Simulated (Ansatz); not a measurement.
## Zn17F32: course of a relaxation

Theory: DFT PBE, scalar-relativistic, plane waves, PAW in Ansatz 0.2.0. Settings: 420 eV cutoff, 2×2×2 k-mesh, shifted by half a step, Gaussian smearing of 0.01 eV, collinear spin.

What was changed: Zn interstitial, charge +1, atoms relaxed at the host's cell.

In a supercell of 49 atoms the defect feels its periodic images, and the cell reads as a metal on the mesh, so a level in the gap can't be told from a carrier in the bands.

Command:

```bash
ansatz run input.yaml --threads 4 --pin off --max-ram 6144MiB --backend cpu --events-out ev --progress --plain --runs-dir out
```

Input:

```yaml
crystal:
  lattice:
    - [4.7998656285, 4.7998656285, -6.3509536045]
    - [-4.7998656285, 4.7998656285, 6.3509536045]
    - [4.7998656285, -4.7998656285, 6.3509536045]
  atoms:
    - { symbol: Zn, position: [0.5181578664, 0.3776852717, 0.3951665334] }
    - { symbol: Zn, position: [0.4903401173, 0.619067154, 0.6187282592] }
    - { symbol: Zn, position: [0.495707737, 0.8732708076, 0.8731796301] }
    - { symbol: Zn, position: [0.4999846223, 0.1201634867, 0.1281727019] }
    - { symbol: Zn, position: [0.004292263, 0.8774718931, 0.3775630706] }
    - { symbol: Zn, position: [1.53777e-05, 0.1281880796, 0.6201788644] }
    - { symbol: Zn, position: [-0.0181578664, 0.377008667, 0.8595274053] }
    - { symbol: Zn, position: [0.0096598827, 0.6283881419, 0.1287270367] }
    - { symbol: Zn, position: [-0.0174812617, -0.0201665334, -0.002008667] }
    - { symbol: Zn, position: [-0.0080092152, 0.2468272981, 0.2468119204] }
    - { symbol: Zn, position: [9.11775e-05, 0.5018203699, 0.4975281069] }
    - { symbol: Zn, position: [0.0003388948, 0.7562717408, 0.7466118581] }
    - { symbol: Zn, position: [0.5174812617, 0.5154725947, -0.0026852717] }
    - { symbol: Zn, position: [0.5080092152, 0.7548211356, 0.2548365133] }
    - { symbol: Zn, position: [0.4999088225, -0.0025630706, 0.5017291924] }
    - { symbol: Zn, position: [0.4996611052, 0.2462729633, 0.755932846] }
    - { symbol: F, position: [0.697788294, 0.3466638803, 0.3497942147] }
    - { symbol: F, position: [0.6981671014, 0.601204927, 0.6049755925] }
    - { symbol: F, position: [0.686214595, 0.8358631911, 0.8463211836] }
    - { symbol: F, position: [0.6875600209, 0.0917609722, 0.0989579878] }
    - { symbol: F, position: [0.1999001414, 0.8498854603, 0.350707192] }
    - { symbol: F, position: [0.1994207369, 0.0989657864, 0.5999219059] }
    - { symbol: F, position: [0.1951216638, 0.3681137682, 0.8133994301], spin: 0.2 }
    - { symbol: F, position: [0.1986662686, 0.5963648342, 0.0967963195] }
    - { symbol: F, position: [0.5104579926, 0.2253514039, 0.5391368089] }
    - { symbol: F, position: [0.5037706655, 0.4719621744, 0.773795073] }
    - { symbol: F, position: [0.5031303343, 0.7261244136, 0.0283361197] }
    - { symbol: F, position: [0.5071970156, 0.9707990488, 0.2832390278] }
    - { symbol: F, position: [0.0008217317, 0.7250146811, 0.5251145397] }
    - { symbol: F, position: [0.0004314853, 0.9773014344, 0.7786351658] }
    - { symbol: F, position: [-0.0547143381, 0.2020078956, 0.0068862318], spin: 0.2 }
    - { symbol: F, position: [0.0009561195, 0.4754549505, 0.2760342136] }
    - { symbol: F, position: [0.3048783362, 0.1182777663, 0.1729921044], spin: 0.2 }
    - { symbol: F, position: [0.3013337314, 0.3981300509, 0.3976985656] }
    - { symbol: F, position: [0.3000998586, 0.6508070507, 0.6499853189] }
    - { symbol: F, position: [0.3005792631, 0.900501169, 0.8995450495] }
    - { symbol: F, position: [0.813785405, 0.6601065887, 0.1496485961] }
    - { symbol: F, position: [0.8124399791, 0.9113979668, 0.4042009512] }
    - { symbol: F, position: [0.802211706, 0.1520059207, 0.6488755864] }
    - { symbol: F, position: [0.8018328986, 0.4068084911, 0.9030378256] }
    - { symbol: F, position: [0.5547143381, 0.5616005699, 0.2567222337], spin: 0.2 }
    - { symbol: F, position: [0.4990438805, 0.7750780941, 0.474498831] }
    - { symbol: F, position: [0.4991782683, 0.024292808, 0.7241929493] }
    - { symbol: F, position: [0.4995685147, 0.2782036805, 0.9768699491] }
    - { symbol: F, position: [-0.0031303343, 0.0252057853, 0.2229940793] }
    - { symbol: F, position: [-0.0071970156, 0.2760420122, 0.4636020332] }
    - { symbol: F, position: [-0.0104579926, 0.5286788164, 0.7148934113] }
    - { symbol: F, position: [-0.0037706655, 0.7700244075, 0.9681915089] }
    - { symbol: Zn, position: [0.25, 0.3125, 0.0625], spin: 0.2 }
  host:
    lattice:
      - [4.7998656285, 0.0, 0.0]
      - [0.0, 4.7998656285, 0.0]
      - [0.0, 0.0, 3.1754768022]
    atoms:
      - { symbol: Zn, position: [0.5, 0.5, 0.5] }
      - { symbol: Zn, position: [0.0, 0.0, 0.0] }
      - { symbol: F, position: [0.6956244826, 0.6956244826, 0.0] }
      - { symbol: F, position: [0.8043755174, 0.1956244826, 0.5] }
      - { symbol: F, position: [0.3043755174, 0.3043755174, 0.0] }
      - { symbol: F, position: [0.1956244826, 0.8043755174, 0.5] }
total_charge: 1
basis:
  ecutwfc: 420
  xc_grid: 2
kpoints:
  mp_grid: { grid: [2, 2, 2], shift: [0.5, 0.5, 0.5] }
hamiltonian:
  xc: pbe
scf:
  occupations: { method: gaussian, width: 0.01 }
output:
  forces: true
  stress: false
  eigenvalues: true
  populations: true
  charged_corrections:
    defect_position: [0.25, 0.3125, 0.0625]
    epsilon: [[9.3096, 0.0, 0.0], [0.0, 9.3096, 0.0], [0.0, 0.0, 7.1905]]
  write_density: true
  write_potential: true
  elf: true
  volumetric_format: npy
magnetization:
  spin_polarized: true
relax:
  adjacent_minimum: "off"
  f_tol: 0.025
  max_steps: 45
```

F is the free energy.

Steps:

```csv
step,F − F(1) (eV),largest force component (eV/Å)
1,0.0000,0.764
2,-0.4657,0.493
3,-0.9789,0.299
4,-0.8880,0.924
5,-1.1010,0.163
6,-1.1155,0.041
7,-1.1168,0.013
```

Relaxed structure:

```
CELL_PARAMETERS angstrom
4.79987 4.79987 -6.35095
-4.79987 4.79987 6.35095
4.79987 -4.79987 6.35095
ATOMIC_POSITIONS crystal
Zn 0.54607 0.39071 0.41896
Zn 0.48295 0.61897 0.60769
Zn 0.49804 0.87692 0.87245
Zn 0.50903 0.12837 0.12825
Zn 0.00196 0.87441 0.37888
Zn 0.99097 0.11922 0.61934
Zn 0.95393 0.37288 0.84464
Zn 0.01705 0.62474 0.13602
Zn 0.97175 0.95604 0.00212
Zn 0.00012 0.24675 0.25578
Zn 0.00447 0.50255 0.50059
Zn 0.01127 0.76731 0.75026
Zn 0.52825 0.53036 0.98429
Zn 0.49988 0.75566 0.24663
Zn 0.49553 0.99612 0.49808
Zn 0.48873 0.23898 0.75603
F 0.70083 0.34783 0.35035
F 0.70796 0.61946 0.60750
F 0.68363 0.83193 0.84489
F 0.69945 0.10169 0.09709
F 0.19831 0.85041 0.34912
F 0.19113 0.09264 0.60244
F 0.19692 0.35920 0.84593
F 0.19261 0.57572 0.08987
F 0.51297 0.22670 0.54307
F 0.48803 0.46349 0.75554
F 0.50252 0.72800 0.02717
F 0.49540 0.97277 0.27331
F 0.99871 0.72290 0.52459
F 0.01416 0.99190 0.79928
F 0.98673 0.21272 0.01580
F 0.00980 0.47349 0.28236
F 0.30308 0.14901 0.16228
F 0.30739 0.39726 0.38310
F 0.30169 0.65081 0.65210
F 0.30887 0.91131 0.90151
F 0.81637 0.66126 0.14830
F 0.80055 0.89763 0.40223
F 0.79917 0.14953 0.64700
F 0.79204 0.39954 0.91151
F 0.51327 0.52907 0.22599
F 0.49020 0.77256 0.46369
F 0.50129 0.02588 0.72419
F 0.48584 0.28513 0.97774
F 0.99748 0.02465 0.22547
F 0.00460 0.27791 0.47737
F 0.98703 0.53011 0.71374
F 0.01197 0.76750 0.97546
Zn 0.25000 0.31250 0.06250
```

The run converged. The run took 4.9 min on 4 threads of AMD EPYC 7B13 (Zen 3), with other jobs on the host, peak memory 3.3 GiB.

The relaxation kept the symmetry at the defect while a level is partly filled, so a distortion that splits the level (Jahn–Teller) was held off and may lie lower. The cell is also small for a charged defect.